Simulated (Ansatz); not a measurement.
Mn, bcc: how the functional moves the structure

All rows: Ansatz, plane waves with scalar-relativistic PAW, 420 eV (500 eV for the SCAN forms), relaxed under each functional, no dispersion correction, no zero-point motion. B₀ comes from uniform scaling at fixed shape; a dash is a value not given.

```
functional  V (Å³/atom)         cell  B₀ (GPa)                                                  magnetic state  ΔE to alpha-Mn (A12) (meV/atom)
       PBE        10.92  a = 2.795 Å         -                             ferromagnetic, net 0.84 μB per atom                              168
    r²SCAN        14.93  a = 3.103 Å        81  antiferromagnetic, largest moment 3.83 μB in the atomic sphere                             -111
    PBEsol        10.48  a = 2.757 Å         -                             ferromagnetic, net 0.61 μB per atom                              172
       LDA        10.13  a = 2.727 Å       330                                               spin not included                              178
    revPBE        11.10  a = 2.810 Å       228                             ferromagnetic, net 0.90 μB per atom                              169
      RPBE        13.88  a = 3.028 Å        58  antiferromagnetic, largest moment 3.14 μB in the atomic sphere                              154
```

LDA gives the smallest volume and r²SCAN the largest.
